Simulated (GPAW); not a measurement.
CsPbCl3:

```
Pb Cs Cl
1.0
     5.60500    0.00000    0.00000
     0.00000    5.60500    0.00000
     0.00000    0.00000    5.60500
Pb Cs Cl
1 1 3
Direct
  0.50000 0.50000 0.50000
  0.00000 0.00000 0.00000
  0.50000 0.00000 0.50000
  0.00000 0.50000 0.50000
  0.50000 0.50000 0.00000
```

Base run:

```yaml
Program: GPAW 26.7.0
Functional: PW91
Potentials_or_basis: PAW data sets generated in the run's folder for this functional
Cutoff: 600 eV
Basis: pw
k_mesh: 5 × 5 × 5
Occupations: fermi-dirac, width 0.05 eV
Spin: no spin polarisation
```

Its results: band gap on the k mesh 2.91 eV, direct; pressure 1.5 GPa.

Q: The run is repeated on the same cell with these changes: functional from PW91 to PBEsol. What comes out?

A: Band gap on the k mesh 2.81 eV, direct; pressure 0.0 GPa.

PBEsol binds more tightly than PW91, so the same cell stands under less pressure.

Caveats: spin-orbit coupling is left out, which as a rule narrows the gap of such compounds by several tenths of an eV; an odd mesh through Γ misses points on the zone boundary, where band edges often lie.

Not every run made on this cell is shown here.
